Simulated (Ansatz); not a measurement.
The system is C.

```
C
1.0
     4.25517    0.00000    0.00000
     0.00000    4.25517    0.00000
     0.00000    0.00000    1.28229
C
1
Direct
  0.50000 0.50000 0.50000
```

The cell was built by a generator and needn't be a form met in nature.

| Quantity | Value |
| --- | --- |
| Program | Ansatz 0.2.0 |
| Task | relaxation of cell and atoms |
| Functional | HSE06 |
| Potentials or basis | Ansatz PAW |
| Cutoff | 420 eV (not typed: the program's choice for these potentials) |
| k mesh | 3 × 3 × 10 |
| Occupations | fermi-dirac, width 0.05 eV |
| Spin | no spin polarisation |

At the start: volume 23.22 Å³/atom.

Question: How do energy, volume and symmetry change on relaxing?

Answer: It ends after 6 steps and the volume is 23.37 Å³/atom (+0.7 %); space group P4/mmm (No. 123, to 0.05 Å).

The path:
```
step  energy change (eV)  largest force (eV/Å)  volume (Å³)
   1              0.0000                0.0000        23.22
   2             -0.0060                0.0000        23.07
   3             -0.0061                0.0000        23.09
   4             -0.0060                0.0000        23.16
   5             -0.0058                0.0000        23.37
   6             -0.0062                0.0000        23.37
```

Final structure:
```cif
data_structure
_symmetry_space_group_name_H-M 'P 1'
_symmetry_Int_Tables_number 1
_cell_length_a 4.2896
_cell_length_b 4.2896
_cell_length_c 1.2701
_cell_angle_alpha 90.000
_cell_angle_beta 90.000
_cell_angle_gamma 90.000
_cell_volume 23.37
loop_
_atom_site_label
_atom_site_type_symbol
_atom_site_fract_x
_atom_site_fract_y
_atom_site_fract_z
_atom_site_occupancy
C1 C 0.50000 0.50000 0.50000 1
```

Caveat: the k mesh is coarse (spacing up to 0.49 Å⁻¹), so the values aren't converged, least of all with exact exchange; the plane-wave basis is chosen anew once the cell has moved, so the energies of steps on either side of that aren't comparable; the PAW data sets come from PBE, with cores solved anew for the run's functional, which leaves a small shift of forces and pressure.
